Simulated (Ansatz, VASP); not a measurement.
## SiO2 (Stishovite): VASP beside Ansatz

```
Si O
1.0
     4.14219    0.00000    0.00000
     0.00000    4.14219    0.00000
     0.00000    0.00000    2.64280
Si O
2 4
Direct
  0.00000 0.00000 0.00000
  0.50000 0.50000 0.50000
  0.30590 0.30590 0.00000
  0.19410 0.80590 0.50000
  0.69410 0.69410 0.00000
  0.80590 0.19410 0.50000
```

Alike in both runs: task single point; functional PBE; k mesh 6 × 6 × 8; no spin polarisation.

```csv
,VASP,Ansatz
version,VASP 6.6.1,Ansatz 0.2.0
potentials or method,"VASP PAW PBE potentials, release 64 (Si, O)","plane waves, PAW"
plane-wave cutoff (eV),520,450
occupations,"fermi-dirac, width 0.1 eV",fermi-dirac
valence electrons in the cell,32,32
```

```csv
,VASP,Ansatz,Ansatz less VASP
pressure (GPa),20.6,20.5,-0.18
largest component of the traceless stress (GPa),2.75,2.26,-0.484
```

Caveats: so large a pressure means that the cell lies far from this level's equilibrium, or that cutoff or potentials fall short (VASP). A k mesh can miss the band edges.
